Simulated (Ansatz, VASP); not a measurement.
# BaHCl in two plane-wave programs, part 2 of 2

Wanted: the spread between two codes on one cell, functional and k mesh. The cell is taken from a series of runs on this material, whose earlier steps may have relaxed, scaled, displaced or heated it; both programs get it as it stands.

VASP 6.6.1 and Ansatz 0.2.0.

So far: Starting point; Ansatz: relaxation of cell and atoms, r2SCAN with rVV10.

**3. VASP: relaxation of cell and atoms, r2SCAN with rVV10**

Level of this step: r2SCAN with rVV10; plane waves and PAW (Ba_sv, H, Cl) (VASP).

The same cell, functional, mesh and smearing now go to VASP, with its own data sets.

Lines of VASP's logs that name or quote its potential files are left out, and so is its time.

INCAR

```
SYSTEM = BaHCl
PREC = Accurate
ENCUT = 550
EDIFF = 1E-07
NELM = 120
ISMEAR = 0
SIGMA = 0.02
LREAL = .FALSE.
ALGO = Normal
METAGGA = R2SCAN
LUSE_VDW = .TRUE.
IVDW_NL = 2
BPARAM = 11.95
CPARAM = 0.0093
LASPH = .TRUE.
NBANDS = 24
LORBIT = 11
LWAVE = .FALSE.
LCHARG = .FALSE.
ISIF = 3
IBRION = 2
NSW = 80
EDIFFG = -0.005
GGA_COMPAT = .FALSE.
NELMIN = 4
EFERMI = MIDGAP
LMIXTAU = .TRUE.
KPAR = 2
```

POSCAR

```
BaHCl
1.0
    4.4080000000      0.0000000000      0.0000000000
    0.0000000000      4.4080000000      0.0000000000
    0.0000000000      0.0000000000      7.2020000000
Ba H Cl
2 2 2
Direct
    0.0000000000      0.5000000000      0.2150000000
    0.5000000000      0.0000000000      0.7850000000
    0.0000000000      0.0000000000      0.0000000000
    0.5000000000      0.5000000000      0.0000000000
    0.0000000000      0.5000000000      0.6500000000
    0.5000000000      0.0000000000      0.3500000000
```

KPOINTS

```
Automatic mesh
0
Gamma
4 4 4
0 0 0
```

The projector-augmented-wave data sets are Ba_sv, H and Cl (PBE family, release 64).

Run with:

```
$ mpirun -np 2 vasp_std
```

Numbers of over 12 decimals in the logs are rounded to 6 here.

Output:

```text
[banner, memory and clock lines left out]
running    2 mpi-ranks, on    1 nodes
 distrk:  each k-point on    1 cores,    2 groups
 distr:  one band on    1 cores,    1 groups

 POSCAR found type information on POSCAR BaH Cl
 POSCAR found :  3 types and       6 ions
|                                                                             |
|               ----> ADVICE to this user running VASP <----                  |
|                                                                             |
|     You have switched on vdW-DFT.                                           |
|     This routine was written and supplied by Jiri Klimes. We recommend      |
|     that you carefully read and cite the following publications:            |
|       J. Klimes, D.R. Bowler, A. Michelides                                 |
|          J. Phys.: Cond Matt. 22 022201 (2010)                              |
|       J. Klimes, D.R. Bowler, A. Michelides                                 |
|          Phys. Rev. B. 83, 195131 (2011)                                    |
|     and references therein.                                                 |
|                                                                             |

|                                                                             |
|               ----> ADVICE to this user running VASP <----                  |
|                                                                             |
|     You enforced a specific xc type in the INCAR file but a different       |
|     [... a line on the potential file left out ...]
|     I HOPE YOU KNOW WHAT YOU ARE DOING!                                     |
|                                                                             |

 LDA part: xc-table for (None), standard interpolation
 POSCAR, INCAR and KPOINTS ok, starting setup
 FFT: planning ... GRIDC
 FFT: planning ... GRID_SOFT
 FFT: planning ... GRID
 WAVECAR not read
 entering main loop
       N       E                     dE             d eps       ncg     rms          rms(c)
Total rVV10 correction in eV:      0.7245719    37.3460675
Total rVV10 correction in eV:      0.7245719    37.3460675
DAV:   1     0.188346149380E+03    0.18835E+03   -0.16452E+04   864   0.138E+03
DAV:   2    -0.744769097199E+02   -0.26282E+03   -0.25702E+03  1304   0.255E+02
DAV:   3    -0.912275537947E+02   -0.16751E+02   -0.16704E+02  1136   0.715E+01
DAV:   4    -0.916152855974E+02   -0.38773E+00   -0.38748E+00  1400   0.100E+01
DAV:   5    -0.916180979195E+02   -0.28123E-02   -0.28121E-02  1120   0.898E-01    0.744E+00
Total rVV10 correction in eV:      0.7629781    37.3460673
Total rVV10 correction in eV:      0.7629781    37.3460673
DAV:   6    -0.863294925880E+02    0.52886E+01   -0.26713E+00  1056   0.938E+00    0.545E+00
Total rVV10 correction in eV:      0.8100726    37.3460673
Total rVV10 correction in eV:      0.8100726    37.3460673
DAV:   7    -0.793261934565E+02    0.70033E+01   -0.34520E+00  1000   0.120E+01    0.189E+00
Total rVV10 correction in eV:      0.8325498    37.3460673
Total rVV10 correction in eV:      0.8325498    37.3460673
DAV:   8    -0.814758858302E+02   -0.21497E+01   -0.10271E+00  1080   0.759E+00    0.808E-01
Total rVV10 correction in eV:      0.8454889    37.3460673
Total rVV10 correction in eV:      0.8454889    37.3460673
DAV:   9    -0.816289732827E+02   -0.15309E+00   -0.53508E-01   880   0.601E+00    0.846E-01
Total rVV10 correction in eV:      0.8428614    37.3460673
Total rVV10 correction in eV:      0.8428614    37.3460673
DAV:  10    -0.819069564374E+02   -0.27798E+00   -0.37908E-01   912   0.503E+00    0.493E-01
Total rVV10 correction in eV:      0.8502138    37.3460673
Total rVV10 correction in eV:      0.8502138    37.3460673
DAV:  11    -0.818067063864E+02    0.10025E+00   -0.91937E-02   872   0.277E+00    0.136E-01
Total rVV10 correction in eV:      0.8527859    37.3460673
Total rVV10 correction in eV:      0.8527859    37.3460673
DAV:  12    -0.819248331394E+02   -0.11813E+00   -0.35165E-02   880   0.200E+00    0.770E-02
Total rVV10 correction in eV:      0.8531356    37.3460673
Total rVV10 correction in eV:      0.8531356    37.3460673
DAV:  13    -0.819281433806E+02   -0.33102E-02   -0.25304E-03  1096   0.490E-01    0.480E-02
Total rVV10 correction in eV:      0.8542508    37.3460673
Total rVV10 correction in eV:      0.8542508    37.3460673
DAV:  14    -0.819378083686E+02   -0.96650E-02   -0.60610E-03   904   0.833E-01    0.231E-02
Total rVV10 correction in eV:      0.8541755    37.3460673
Total rVV10 correction in eV:      0.8541755    37.3460673
DAV:  15    -0.819383498322E+02   -0.54146E-03   -0.40473E-04   992   0.190E-01    0.112E-02
[...]
DAV:  10    -0.819579934112E+02   -0.62405E-08   -0.14084E-08   448   0.101E-03
Total rVV10 correction in eV:      0.8547936    37.3460671
Total rVV10 correction in eV:      0.8547936    37.3460671
Total rVV10 correction in eV:      0.8547934    37.3460671
Total rVV10 correction in eV:      0.8547934    37.3460671
   7 F= -.81957993E+02 E0= -.81957993E+02  d E =-.155347E-03
[...]
8 F= -.81958158E+02 E0= -.81958158E+02  d E =-.320109E-03
[...]
9 F= -.81958162E+02 E0= -.81958162E+02  d E =-.324082E-03
[...]
10 F= -.81958196E+02 E0= -.81958196E+02  d E =-.341589E-04
 trial-energy change:   -0.000034  1 .order   -0.000034   -0.000047   -0.000021
 step:   4.0102(harm=  4.0102)  dis= 0.00290  next Energy=   -81.958205 (dE=-0.428E-04)
 bond charge predicted
       N       E                     dE             d eps       ncg     rms          rms(c)
Total rVV10 correction in eV:      0.8540725    37.3460672
Total rVV10 correction in eV:      0.8540725    37.3460672
DAV:   1    -0.819581715161E+02    0.24788E-04   -0.76174E-03   872   0.405E-01    0.263E-02
Total rVV10 correction in eV:      0.8540716    37.3460672
Total rVV10 correction in eV:      0.8540716    37.3460672
DAV:   2    -0.819582015552E+02   -0.30039E-04   -0.29338E-04  1120   0.967E-02    0.933E-03
Total rVV10 correction in eV:      0.8540701    37.3460672
Total rVV10 correction in eV:      0.8540701    37.3460672
DAV:   3    -0.819582053174E+02   -0.37622E-05   -0.67919E-06  1000   0.212E-02    0.956E-03
Total rVV10 correction in eV:      0.8540717    37.3460672
Total rVV10 correction in eV:      0.8540717    37.3460672
DAV:   4    -0.819582032550E+02    0.20624E-05   -0.36491E-06  1000   0.142E-02    0.320E-03
Total rVV10 correction in eV:      0.8540724    37.3460672
Total rVV10 correction in eV:      0.8540724    37.3460672
DAV:   5    -0.819582039543E+02   -0.69937E-06   -0.49707E-06   872   0.185E-02    0.231E-03
Total rVV10 correction in eV:      0.8540752    37.3460672
Total rVV10 correction in eV:      0.8540752    37.3460672
DAV:   6    -0.819582049929E+02   -0.10386E-05   -0.82861E-07   896   0.739E-03    0.738E-04
Total rVV10 correction in eV:      0.8540759    37.3460672
Total rVV10 correction in eV:      0.8540759    37.3460672
DAV:   7    -0.819582049966E+02   -0.36539E-08   -0.42741E-08   752   0.202E-03
Total rVV10 correction in eV:      0.8540776    37.3460672
Total rVV10 correction in eV:      0.8540776    37.3460672
Total rVV10 correction in eV:      0.8540769    37.3460672
Total rVV10 correction in eV:      0.8540769    37.3460672
  11 F= -.81958205E+02 E0= -.81958205E+02  d E =-.428501E-04
 curvature:  -2.45 expect dE=-0.132E-05 dE for cont linesearch -0.151E-08
 trial: gam= 0.02737 g(F)=  0.294E-06 g(S)=  0.247E-06 ort =-0.127E-06 (trialstep = 0.256E+01)
 search vector abs. value=  0.553E-06
 reached required accuracy - stopping structural energy minimisation
```

Parts of OUTCAR (step 3):

```text
ion  position               nearest neighbor table
   1  0.000  0.500  0.215-   3 2.69   4 2.69   3 2.69   4 2.69   5 3.13   6 3.27   6 3.27   6 3.27
                             6 3.27   2 4.39   2 4.39   2 4.39   2 4.39
   2  0.500  0.000  0.785-   3 2.69   4 2.69   4 2.69   3 2.69   6 3.13   5 3.27   5 3.27   5 3.27
                             5 3.27   1 4.39   1 4.39   1 4.39   1 4.39
   3  0.000  0.000  0.000-   1 2.69   2 2.69   1 2.69   2 2.69
   4  0.500  0.500  0.000-   1 2.69   2 2.69   2 2.69   1 2.69
   5  0.000  0.500  0.650-   1 3.13   2 3.27   2 3.27   2 3.27   2 3.27
   6  0.500  0.000  0.350-   2 3.13   1 3.27   1 3.27   1 3.27   1 3.27

  LATTYP: Found a simple tetragonal cell.
 ALAT       =     4.4080000000
 C/A-ratio  =     1.6338475499

 Subroutine GETGRP returns: Found 16 space group operations
 (whereof  8 operations were pure point group operations)

The static configuration has the point symmetry D_2d.
 The point group associated with its full space group is D_4h.

 Found     18 irreducible k-points:

   k-points           NKPTS =     18   k-points in BZ     NKDIM =     18   number of bands    NBANDS=     24

   dimension x,y,z NGX =    36 NGY =   36 NGZ =   56
   dimension x,y,z NGXF=    72 NGYF=   72 NGZF=  112

   ENCUT  =  550.0 eV  40.42 Ry    6.36 a.u.   8.43  8.43 13.77*2*pi/ulx,y,z

   NELECT =      36.0000    total number of electrons

 k-points in reciprocal lattice and weights: Automatic mesh
   0.00000000  0.00000000  0.00000000       0.016
   0.25000000  0.00000000  0.00000000       0.062
   0.50000000  0.00000000  0.00000000       0.031
   0.25000000  0.25000000  0.00000000       0.062
   0.50000000  0.25000000  0.00000000       0.062
   0.50000000  0.50000000  0.00000000       0.016
   0.00000000  0.00000000  0.25000000       0.031
   0.25000000  0.00000000  0.25000000       0.125
   0.50000000  0.00000000  0.25000000       0.062
[...]
0.50000000  0.25000000  0.50000000       0.062
   0.50000000  0.50000000  0.50000000       0.016

 average (electrostatic) potential at core
       1 -42.2641       2 -42.2641       3 -33.7147       4 -33.7147       5 -96.9365
       6 -96.9365

 E-fermi :   2.4227

 k-point     1 :       0.0000    0.0000    0.0000
  band No.  band energies     occupation
    ...
     14      -1.5211      2.00000
     15      -1.3140      2.00000
     16      -1.3140      2.00000
     17      -0.2397      2.00000
     18       0.1624      2.00000
     19       4.8465      0.00000
     20       5.4885      0.00000
     21       6.0576      0.00000
     22       6.0576      0.00000
     23       6.2009      0.00000
    ...

 k-point     2 :       0.2500    0.0000    0.0000
  band No.  band energies     occupation
    ...
     14      -1.9212      2.00000
     15      -1.5745      2.00000
     16      -1.3594      2.00000
     17       0.1715      2.00000
     18       0.2459      2.00000
     19       5.3604      0.00000
     20       5.6069      0.00000
     21       5.7343      0.00000
     22       5.7589      0.00000
     23       6.7115      0.00000
    ...

 k-point     3 :       0.5000    0.0000    0.0000
  band No.  band energies     occupation
    ...
     14      -1.9044      2.00000
     15      -1.6152      2.00000
     16      -1.6152      2.00000
     17       0.2642      2.00000
     18       0.2642      2.00000
     19       5.8472      0.00000
     20       5.8472      0.00000
     21       6.2406      0.00000
     22       6.2406      0.00000
     23       6.6235      0.00000
    ...

  Total       -0.0027590     -0.0027590      0.0039288      0.0000000      0.0000000      0.0000000
  in kB       -0.0317151     -0.0317151      0.0451616      0.0000000      0.0000000      0.0000000
  external PRESSURE =      -0.0060895 kB  Pullay stress =       0.0000000 kB

  energy-cutoff  :      550.00
  volume of cell :      139.38
      direct lattice vectors                 reciprocal lattice vectors
     4.391617400  0.000000000  0.000000000     0.227706539  0.000000000 -0.000000000
     0.000000000  4.391617400  0.000000000     0.000000000  0.227706539  0.000000000
     0.000000000  0.000000000  7.226959632    -0.000000000  0.000000000  0.138370774

 POSITION                                       TOTAL-FORCE (eV/Angst)
 -----------------------------------------------------------------------------------
      4.39162      2.19581      1.50639        -0.000000      0.000000     -0.001599
      2.19581      0.00000      5.72057         0.000000     -0.000000      0.001599
      0.00000      4.39162      0.00000         0.000000      0.000000      0.000000
      2.19581      2.19581      0.00000         0.000000      0.000000      0.000000
      0.00000      2.19581      4.71942         0.000000      0.000000      0.000699
      2.19581      0.00000      2.50754        -0.000000      0.000000     -0.000699
 -----------------------------------------------------------------------------------
    total drift:                                0.000000     -0.000000     -0.000000

  FREE ENERGIE OF THE ION-ELECTRON SYSTEM (eV)
  ---------------------------------------------------
  free  energy   TOTEN  =       -81.9582049966 eV

  energy  without entropy=      -81.9582049966  energy(sigma->0) =      -81.95820500

 reached required accuracy - stopping structural energy minimisation

 total charge
# of ion       s       p       d       tot
------------------------------------------
    1        2.015   5.627   0.237   7.879
    2        2.015   5.627   0.237   7.879
    3        0.538   0.001   0.000   0.539
    4        0.538   0.001   0.000   0.539
    5        1.599   3.590   0.000   5.189
    6        1.599   3.590   0.000   5.189
--------------------------------------------------
tot          8.303  18.437   0.473  27.213

[... 3 further parts left out ...]
```

CONTCAR:

```
BaHCl
   1.00000000000000
     4.3916173998297809    0.0000000000000000    0.0000000000000000
     0.0000000000000000    4.3916173998297809    0.0000000000000000
     0.0000000000000000    0.0000000000000000    7.2269596317991613
  Ba              H               Cl
     2     2     2
Direct
     1.0000000000000000    0.5000000000000000    0.2084408869089175
     0.5000000000000000    0.0000000000000000    0.7915591130910824
     0.0000000000000000    1.0000000000000000    0.0000000000000000
     0.5000000000000000    0.5000000000000000    0.0000000000000000
     0.0000000000000000    0.5000000000000000    0.6530296474627508
     0.5000000000000000    0.0000000000000000    0.3469703525372492
```

Harder data sets than Ba_sv exist (the GW ones), and pressures, volumes and forces can shift noticeably with them. The run keeps the 16 symmetry operations of its start, so it cannot find a distortion of lower symmetry.

**4. Comparison**

Known differences besides the potentials themselves: VASP keeps PBE cores, Ansatz makes them for the functional; the cutoff is 500 eV in Ansatz and 550 eV in VASP; Ansatz adds a Pulay correction to the stress that steers its cell, VASP none. Total energies have different zeros and are not compared.

The two programs side by side:

```tsv
quantity	Ansatz	VASP	difference
volume (Å³)	137.14	139.38	-1.61 %
edge a after relaxation, in the typed setting (Å)	4.376	4.392	-0.36 %
edge c after relaxation, in the typed setting (Å)	7.161	7.227	-0.91 %
```

**5. What came out**

```json
{
 "difference in volume (relaxation of cell and atoms, r2SCAN with rVV10)": "-1.6 %"
}
```

In words: The difference in volume is -1.6 % (relaxation of cell and atoms, r2SCAN with rVV10), beyond the 1.2 % picked in this series as the mark of a large difference, as far as the stopping tolerances let one tell. What causes the difference of the relaxation of cell and atoms, r2SCAN with rVV10 pair stays open here. Such differences can come from data sets, numerical settings and the points named under the comparisons, not from the functional's error against experiment.

[Lines on the potential files, build, host, timing and source positions are cut from VASP's logs without a mark.]

[Logs are printed without paths, hosts, clocks, repeated set-up lines and the standing remarks that a program may print on its own settings, such as how far it seeks lower states.]

[Hosts, paths, dates, database ids (printed as entryN), source tags and the programs' standing remarks are cut or masked in the printed files.]
